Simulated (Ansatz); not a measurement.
Cu:

```
CELL_PARAMETERS angstrom
0.00000 1.80750 1.80750
1.80750 0.00000 1.80750
1.80750 1.80750 0.00000
ATOMIC_POSITIONS crystal
Cu 0.00000 0.00000 0.00000
```

| Quantity | Value |
| --- | --- |
| Program | Ansatz 0.2.0 |
| Task | relaxation of cell and atoms |
| Functional | B3LYP |
| Potentials or basis | Ansatz PAW |
| Cutoff | 420 eV (not typed: the program's choice for these potentials) |
| k mesh | 7 × 7 × 7 |
| Occupations | fermi-dirac, width 0.05 eV |
| Spin | no spin polarisation |

At the start: volume 11.81 Å³/atom.

**Question.** How do energy, volume and symmetry change on relaxing?

**Answer.** It ends after 5 steps and the volume is 12.53 Å³/atom (+6.1 %); space group Fm-3m (No. 225, to 0.05 Å).

The path:
```tsv
step	energy change (eV)	largest force (eV/Å)	volume (Å³)
1	0.0000	0.0000	11.81
2	-0.0112	0.0000	12.13
3	-0.0156	0.0000	12.49
4	-0.0157	0.0000	12.53
5	-0.0163	0.0000	12.53
```

Final structure:
```
Cu
1.0
     0.00000    1.84348    1.84348
     1.84348    0.00000    1.84348
     1.84348    1.84348    0.00000
Cu
1
Direct
  0.00000 0.00000 0.00000
```

Caveat: the k mesh is coarse (spacing up to 0.43 Å⁻¹), so the values aren't converged, least of all with exact exchange; the plane-wave basis is chosen anew once the cell has moved, so the energies of steps on either side of that aren't comparable; the PAW data sets come from PBE, with cores solved anew for the run's functional, which leaves a small shift of forces and pressure.
